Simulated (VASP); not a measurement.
# GaN (P6_3mc) in VASP: band structure with PBE

Aim: the band structure of GaN with PBE.

All numbers are computed with VASP 6.6.1; they aren't measurements. Logs are shortened: lines on timing, memory, paths and dates and some standing lists are left out, and cuts for length are marked.

**Experimental background.**

“Studying electronic properties in GaN without electrical contacts using γ-γ vs e−-γ Perturbed Angular Correlations”, 2019, pmc:6823545 quotes, for a bulk crystal of GaN: band gap 3.503 ± 0.005 eV (direct).

How close the calculation comes is told below.

### 1 The crystal as given

The structure is hexagonal, space group P6_3mc (No. 186). The conventional cell has a = 3.218 Å, b = 3.218 Å, c = 5.243 Å, α = 90.00°, β = 90.00°, γ = 120.00°. Ga (site symmetry 3m) has 4 N at 1.97 to 1.98 Å as nearest neighbours. Around N (site symmetry 3m) lie 4 Ga at 1.97 to 1.98 Å.

### 2 Band structure, PBE

File POSCAR:

```
GaN                                     
1.0
    3.2180411795      0.0000000000      0.0000000000
   -1.6090205897      2.7869054077      0.0000000000
    0.0000000000      0.0000000000      5.2432939169
  Ga              N             
     2     2
Direct
     0.3333333300000021    0.6666666699999979    0.9991485307586425
     0.6666666699999979    0.3333333300000021    0.4991485307586354
     0.3333333300000021    0.6666666699999979    0.3758514692413646
     0.6666666699999979    0.3333333300000021    0.8758514692413575
```

File INCAR.step1:

```
PREC = Accurate
ENCUT = 700
EDIFF = 1E-7
ISMEAR = 0
SIGMA = 0.02
LREAL = F
LASPH = T
NELM = 100
ALGO = Normal
ISIF = 2
LWAVE = F
LCHARG = T
GGA = PE
NBANDS = 26
```

File KPOINTS.step1:

```
regular mesh
0
Gamma
  12 12 6
```

File INCAR.step2:

```
PREC = Accurate
ENCUT = 700
EDIFF = 1E-7
ISMEAR = 0
SIGMA = 0.05
LREAL = F
LASPH = T
NELM = 100
ALGO = Normal
ISIF = 2
LWAVE = F
LCHARG = F
GGA = PE
NBANDS = 26
ICHARG = 11
```

File KPOINTS.step2:

```
path GMKGALHA,LM,KH
20
line-mode
reciprocal
 0.0000000000  0.0000000000  0.0000000000  G
 0.5000000000  0.0000000000  0.0000000000  M

 0.5000000000  0.0000000000  0.0000000000  M
 0.3333333333  0.3333333333  0.0000000000  K

 0.3333333333  0.3333333333  0.0000000000  K
 0.0000000000  0.0000000000  0.0000000000  G

 0.0000000000  0.0000000000  0.0000000000  G
 0.0000000000  0.0000000000  0.5000000000  A

 0.0000000000  0.0000000000  0.5000000000  A
 0.5000000000  0.0000000000  0.5000000000  L

 0.5000000000  0.0000000000  0.5000000000  L
 0.3333333333  0.3333333333  0.5000000000  H

 0.3333333333  0.3333333333  0.5000000000  H
 0.0000000000  0.0000000000  0.5000000000  A

 0.5000000000  0.0000000000  0.5000000000  L
 0.5000000000  0.0000000000  0.0000000000  M

 0.3333333333  0.3333333333  0.0000000000  K
 0.3333333333  0.3333333333  0.5000000000  H
```

Potentials or basis: VASP PAW PBE potentials, release 64 (Ga_d, N).

The run is started by

```bash
cat potpaw_PBE.64/Ga_d/POTCAR potpaw_PBE.64/N/POTCAR > POTCAR
cp INCAR.step1 INCAR
cp KPOINTS.step1 KPOINTS
mpirun -np 1 vasp_std > vasp.out
cp INCAR.step2 INCAR
cp KPOINTS.step2 KPOINTS
mpirun -np 1 vasp_std > vasp.out
```

OUTCAR:

```text
PREC = Accurate
   ENCUT = 700
   EDIFF = 1E-7
   ISMEAR = 0
   LREAL = F
   LASPH = T
   NELM = 100
   ISIF = 2
   GGA = PE
   ICHARG = 11

 ion  position               nearest neighbor table
   1  0.333  0.667  0.999-   4 1.97   4 1.97   4 1.97   3 1.98
   2  0.667  0.333  0.499-   3 1.97   3 1.97   3 1.97   4 1.98
   3  0.333  0.667  0.376-   2 1.97   2 1.97   2 1.97   1 1.98
   4  0.667  0.333  0.876-   1 1.97   1 1.97   1 1.97   2 1.98

  LATTYP: Found a hexagonal cell.
 ALAT       =     3.2180411795
 C/A-ratio  =     1.6293433255

  Lattice vectors:

 A1 = (   3.2180411795,   0.0000000000,   0.0000000000)
 A2 = (  -1.6090205897,   2.7869054077,   0.0000000000)
 A3 = (   0.0000000000,   0.0000000000,   5.2432939169)

Analysis of symmetry for initial positions (statically):
=====================================================================
 Subroutine PRICEL returns:
 Original cell was already a primitive cell.

 Routine SETGRP: Setting up the symmetry group for a
 hexagonal supercell.

 Subroutine GETGRP returns: Found 12 space group operations
 (whereof  6 operations were pure point group operations)
 out of a pool of 24 trial point group operations.

The static configuration has the point symmetry C_3v.
 The point group associated with its full space group is C_6v.

Analysis of symmetry for dynamics (positions and initial velocities):
=====================================================================
 Subroutine PRICEL returns:
 Original cell was already a primitive cell.

 Routine SETGRP: Setting up the symmetry group for a
 hexagonal supercell.

 Subroutine GETGRP returns: Found 12 space group operations
 (whereof  6 operations were pure point group operations)
 out of a pool of 24 trial point group operations.

The dynamic configuration has the point symmetry C_3v.
 The point group associated with its full space group is C_6v.

 Subroutine INISYM returns: Found 12 space group operations
 (whereof  6 operations are pure point group operations),
 and found     1 'primitive' translations

----------------------------------------------------------------------------------------

                                     Primitive cell

  volume of cell :      47.0238

  direct lattice vectors                    reciprocal lattice vectors
     3.218041180  0.000000000  0.000000000     0.310748043  0.179410467  0.000000000
    -1.609020590  2.786905408  0.000000000     0.000000000  0.358820934  0.000000000
     0.000000000  0.000000000  5.243293917     0.000000000  0.000000000  0.190719806

  length of vectors
     3.218041180  3.218041176  5.243293917     0.358820933  0.358820934  0.190719806

  position of ions in fractional coordinates (direct lattice)
     0.333333330  0.666666670  0.999148531
     0.666666670  0.333333330  0.499148531
     0.333333330  0.666666670  0.375851469
     0.666666670  0.333333330  0.875851469

  ion indices of the primitive-cell ions
   primitive index   ion index
                 1           1
                 2           2
                 3           3
                 4           4

----------------------------------------------------------------------------------------

 KPOINTS: path GMKGALHA,LM,KH

Interpolating k-points between supplied coordinates.

 Line segments in fractional coordinates (reciprocal lattice):
    0.000000  0.000000  0.000000  ...  0.500000  0.000000  0.000000
    0.500000  0.000000  0.000000  ...  0.333333  0.333333  0.000000
    0.333333  0.333333  0.000000  ...  0.000000  0.000000  0.000000
    0.000000  0.000000  0.000000  ...  0.000000  0.000000  0.500000
    0.000000  0.000000  0.500000  ...  0.500000  0.000000  0.500000
    0.500000  0.000000  0.500000  ...  0.333333  0.333333  0.500000
    0.333333  0.333333  0.500000  ...  0.000000  0.000000  0.500000
    0.500000  0.000000  0.500000  ...  0.500000  0.000000  0.000000
    0.333333  0.333333  0.000000  ...  0.333333  0.333333  0.500000

 Generated    20 points on each line segment, for a total of    180 k-points:

 Following reciprocal coordinates:
            Coordinates               Weight
  0.000000  0.000000  0.000000      0.005556
  0.026316  0.000000  0.000000      0.005556
  0.052632  0.000000  0.000000      0.005556
  0.078947  0.000000  0.000000      0.005556
  0.105263  0.000000  0.000000      0.005556
  0.131579  0.000000  0.000000      0.005556
[... 16 lines left out ...]
  0.482456  0.035088  0.000000      0.005556
  0.473684  0.052632  0.000000      0.005556
 [... further k-points ...]
   k-points           NKPTS =    180   k-points in BZ     NKDIM =    180   number of bands    NBANDS=     26
   number of dos      NEDOS =    301   number of ions     NIONS =      4
   total plane-waves  NPLWV =  37632
   dimension x,y,z NGX =    28 NGY =   28 NGZ =   48
   dimension x,y,z NGXF=    56 NGYF=   56 NGZF=   96
   ions per type =               2   2
   NGX,Y,Z   is equivalent  to a cutoff of  14.46, 14.46, 15.22 a.u.
   NGXF,Y,Z  is equivalent  to a cutoff of  28.93, 28.93, 30.44 a.u.
 SYSTEM =  unknown system
   PREC   = accura    normal or accurate (medium, high low for compatibility)
   ISTART =      0    job   : 0-new  1-cont  2-samecut
   ICHARG =     11    charge: 1-file 2-atom 10-const
   ISPIN  =      1    spin polarized calculation?
   LNONCOLLINEAR =      F non collinear calculations
   LSORBIT =      F    spin-orbit coupling
   LASPH  =      T    aspherical Exc in radial PAW
   ENCUT  =  700.0 eV  51.45 Ry    7.17 a.u.   6.94  6.94 11.31*2*pi/ulx,y,z
   NELM   =    100;   NELMIN=  2; NELMDL=  0     # of ELM steps
   EDIFF  = 0.1E-06   stopping-criterion for ELM
   LREAL  =      F    real-space projection
   EDIFFG = 0.1E-05   stopping-criterion for IOM
   NSW    =      0    number of steps for IOM
   IBRION =     -1    ionic relax: 0-MD 1-quasi-New 2-CG
   NFREE  =      0    steps in history (QN), initial steepest desc. (CG)
   ISIF   =      2    stress and relaxation
   ISYM   =      2    0-nonsym 1-usesym 2-fastsym
   POTIM  = 0.5000    time-step for ionic-motion
   TEBEG  =    0.0;   TEEND  =   0.0 temperature during run
   PSTRESS=    0.0 pullay stress
   NELECT =      36.0000    total number of electrons
   NUPDOWN=      -1.0000    fix difference up-down
   EMIN   =  10.00;   EMAX   =-10.00  energy-range for DOS
   EFERMI =   0.00;   METHOD = LEGACY
   ISMEAR =     0;   SIGMA  =   0.05  broadening in eV -4-tet -1-fermi 0-gaus
   EFERMI_NEDOS =   21; number of points for ismear=-14 and -15
   IALGO  =     38    algorithm
   IMIX   =      4    mixing-type and parameters
     AMIX     =   0.40;   BMIX     =  1.00
     AMIX_MAG =   1.60;   BMIX_MAG =  1.00
  volume/ion in A,a.u.               =      11.76        79.33
  Fermi-wavevector in a.u.,A,eV,Ry     =   1.497625  2.830100 30.516231  2.242880
  Thomas-Fermi vector in A             =   2.609489
   LORBIT       =      0    0 simple, 1 ext, 2 COOP (PROOUT), +10 PAW based schemes
   GGA     = PE    functional components
   LHFCALC =     F    Hartree Fock is set to
   AEXX    =    0.0000 exact exchange contribution
   IVDW    =     0    specifies the selected vdW correction
   LEPSILON=     F    determine dielectric tensor
   LRPA    =     F    only Hartree local field effects (RPA)
 non-spin polarized calculation
 Gauss-broadening in eV      SIGMA  =   0.05
  energy-cutoff  :      700.00
  volume of cell :       47.02
 maximum number of plane-waves:      1998
 NGX is ok and might be reduce to    28

 number of electron      36.0000000 magnetization

 Free energy of the ion-electron system (eV)
  ---------------------------------------------------
  ext. energy  EPLUGINS =         0.00000000
  ---------------------------------------------------
  free energy    TOTEN  =       -23.35622157 eV

  energy without entropy =      -23.35622157  energy(sigma->0) =      -23.35622157

 E-fermi :   5.2817     XC(G=0): -11.5164

 val. band max:        5.0108242663   @ k =   0.0000   0.0000   0.0000
 cond. band min:       6.7272184648   @ k =   0.0000   0.0000   0.0000
 fundamental gap:      1.7163941985
 Fermi energy:         5.2817462958

 k-point     1 :       0.0000    0.0000    0.0000
  band No.  band energies     occupation
      1     -10.7283      2.00000
      2      -9.9027      2.00000
      3      -8.4111      2.00000
      4      -8.3965      2.00000
      5      -8.3965      2.00000
      6      -8.3402      2.00000
[... 18 lines left out ...]
     25      16.4950      0.00000
     26      16.4950      0.00000

 k-point     2 :       0.0263    0.0000    0.0000
  band No.  band energies     occupation
      1     -10.7217      2.00000
      2      -9.9010      2.00000
      3      -8.4109      2.00000
      4      -8.3955      2.00000
      5      -8.3938      2.00000
      6      -8.3395      2.00000
[... 18 lines left out ...]
     25      16.4524      0.00000
     26      16.5107      0.00000

 k-point     3 :       0.0526    0.0000    0.0000
  band No.  band energies     occupation
      1     -10.7022      2.00000
      2      -9.8962      2.00000
      3      -8.4094      2.00000
      4      -8.3926      2.00000
      5      -8.3865      2.00000
      6      -8.3375      2.00000
[... 18 lines left out ...]
     25      16.3347      0.00000
     26      16.5568      0.00000

 k-point     4 :       0.0789    0.0000    0.0000
  band No.  band energies     occupation
      1     -10.6702      2.00000
      2      -9.8884      2.00000
      3      -8.4060      2.00000
      4      -8.3881      2.00000
      5      -8.3752      2.00000
      6      -8.3338      2.00000
[... 18 lines left out ...]
     25      16.1762      0.00000
     26      16.6297      0.00000

 k-point     5 :       0.1053    0.0000    0.0000
  band No.  band energies     occupation
      1     -10.6269      2.00000
      2      -9.8782      2.00000
      3      -8.4005      2.00000
      4      -8.3820      2.00000
      5      -8.3597      2.00000
      6      -8.3279      2.00000
[... 18 lines left out ...]
     25      16.0554      0.00000
     26      16.7243      0.00000

 k-point     6 :       0.1316    0.0000    0.0000
  band No.  band energies     occupation
      1     -10.5734      2.00000
      2      -9.8661      2.00000
      3      -8.3934      2.00000
      4      -8.3749      2.00000
      5      -8.3408      2.00000
      6      -8.3179      2.00000
[... 427 lines left out ...]
 k-point    21 :       0.5000    0.0000    0.0000
  band No.  band energies     occupation
      1      -9.9097      2.00000
      2      -9.7569      2.00000
      3      -8.3477      2.00000
      4      -8.3278      2.00000
      5      -8.2388      2.00000
      6      -8.1981      2.00000
[... 18 lines left out ...]
     25      17.2912      0.00000
     26      18.0235      0.00000

 k-point    22 :       0.4912    0.0175    0.0000
  band No.  band energies     occupation
      1      -9.9091      2.00000
      2      -9.7569      2.00000
      3      -8.3477      2.00000
      4      -8.3280      2.00000
      5      -8.2382      2.00000
      6      -8.1981      2.00000
[... 18 lines left out ...]
     25      17.2956      0.00000
     26      18.0335      0.00000

 k-point    23 :       0.4825    0.0351    0.0000
  band No.  band energies     occupation
      1      -9.9073      2.00000
      2      -9.7570      2.00000
      3      -8.3478      2.00000
      4      -8.3282      2.00000
      5      -8.2365      2.00000
      6      -8.1981      2.00000
[... 18 lines left out ...]
     25      17.3078      0.00000
     26      18.0579      0.00000

 k-point    24 :       0.4737    0.0526    0.0000
  band No.  band energies     occupation
      1      -9.9045      2.00000
      2      -9.7570      2.00000
      3      -8.3485      2.00000
      4      -8.3278      2.00000
      5      -8.2339      2.00000
      6      -8.1981      2.00000
[... 18 lines left out ...]
     25      17.3252      0.00000
     26      18.1005      0.00000

 [... further k-points ...]

------------------------ aborting loop because EDIFF is reached ----------------------------------------

  FORCE on cell =-STRESS in cart. coord.  units (eV):
  Direction    XX          YY          ZZ          XY          YZ          ZX
  --------------------------------------------------------------------------------------
  -------------------------------------------------------------------------------------
  Total        0.8105339      0.8105339      0.1680897      0.0000000      0.0000000      0.0000000
  in kB       27.6161901     27.6161900      5.7270863      0.0000000      0.0000000      0.0000000
  external PRESSURE =      20.3198222 kB  Pullay stress =       0.0000000 kB

 VOLUME and BASIS-vectors are now :
 -----------------------------------------------------------------------------
  energy-cutoff  :      700.00
  volume of cell :       47.02
      direct lattice vectors                 reciprocal lattice vectors
     3.218041180  0.000000000  0.000000000     0.310748043  0.179410467  0.000000000
    -1.609020590  2.786905408  0.000000000     0.000000000  0.358820934  0.000000000
     0.000000000  0.000000000  5.243293917     0.000000000  0.000000000  0.190719806

 POSITION                                       TOTAL-FORCE (eV/Angst)
 -----------------------------------------------------------------------------------
     -0.00000      1.85794      5.23883         0.000000      0.000000      0.172541
      1.60902      0.92897      2.61718        -0.000000      0.000000      0.172541
     -0.00000      1.85794      1.97070        -0.000000      0.000000     -0.172541
      1.60902      0.92897      4.59235        -0.000000     -0.000000     -0.172541
 -----------------------------------------------------------------------------------
    total drift:                               -0.000010      0.000007     -0.109398

  FREE ENERGIE OF THE ION-ELECTRON SYSTEM (eV)
  ---------------------------------------------------
  free  energy   TOTEN  =       -23.3562215725 eV

  energy  without entropy=      -23.3562215725  energy(sigma->0) =      -23.35622157
```

It took 3 min on 1 thread of Intel Xeon 6975P-C (Granite Rapids), shared host; peak memory 0.38 GiB.

Results:

| Item | Value |
| --- | --- |
| Band gap on the k mesh | 1.72 eV, direct |
| Band gap along the path | 1.72 eV, direct |

Levels at the corners of the path, in eV from the valence-band top:
| point | band 15 | band 16 | band 17 | band 18 | band 19 | band 20 | band 21 | band 22 |
| --- | --- | --- | --- | --- | --- | --- | --- | --- |
| Γ | -1.00 | -0.04 | 0.00 | 0.00 | 1.72 | 4.07 | 9.02 | 9.72 |
| M | -4.07 | -2.64 | -2.12 | -0.96 | 4.98 | 5.37 | 5.98 | 8.35 |
| M | -4.07 | -2.64 | -2.12 | -0.96 | 4.98 | 5.37 | 5.98 | 8.35 |
| K | -5.09 | -2.87 | -2.87 | -2.63 | 5.18 | 7.53 | 7.53 | 8.31 |
| K | -5.09 | -2.87 | -2.87 | -2.63 | 5.18 | 7.53 | 7.53 | 8.31 |
| Γ | -1.00 | -0.04 | 0.00 | 0.00 | 1.72 | 4.07 | 9.02 | 9.72 |
| Γ | -1.00 | -0.04 | 0.00 | 0.00 | 1.72 | 4.07 | 9.02 | 9.72 |
| A | -0.51 | -0.51 | -0.51 | -0.51 | 4.06 | 4.06 | 8.31 | 8.31 |
| A | -0.51 | -0.51 | -0.51 | -0.51 | 4.06 | 4.06 | 8.31 | 8.31 |
| L | -1.87 | -1.87 | -1.83 | -1.83 | 4.31 | 4.31 | 7.57 | 7.57 |
| L | -1.87 | -1.87 | -1.83 | -1.83 | 4.31 | 4.31 | 7.57 | 7.57 |
| H | -4.04 | -4.04 | -1.42 | -1.42 | 6.22 | 6.22 | 7.25 | 7.25 |
| H | -4.04 | -4.04 | -1.42 | -1.42 | 6.22 | 6.22 | 7.25 | 7.25 |
| A | -0.51 | -0.51 | -0.51 | -0.51 | 4.06 | 4.06 | 8.31 | 8.31 |
| L | -1.87 | -1.87 | -1.83 | -1.83 | 4.31 | 4.31 | 7.57 | 7.57 |
| M | -4.07 | -2.64 | -2.12 | -0.96 | 4.98 | 5.37 | 5.98 | 8.35 |
| K | -5.09 | -2.87 | -2.87 | -2.63 | 5.18 | 7.53 | 7.53 | 8.31 |
| H | -4.04 | -4.04 | -1.42 | -1.42 | 6.22 | 6.22 | 7.25 | 7.25 |

Caveat: the log is that of the step along the path at fixed density, whose energy, stress, charges and moments have no meaning.

### 3 Against experiment

Step 2. A measured gap of GaN is 3.503 eV (direct; quoted in “Studying electronic properties in GaN without electrical contacts using γ-γ vs e−-γ Perturbed Angular Correlations”, 2019, pmc:6823545); the calculated 1.72 eV misses it by -1.79 eV. So large a miss can be the level of theory's own, or it may mean another phase, state or a wrong row. Spin-orbit coupling on Ga is left out. The value is that of PBE, without temperature or zero-point motion. Semilocal functionals fall short of measured gaps as a rule.
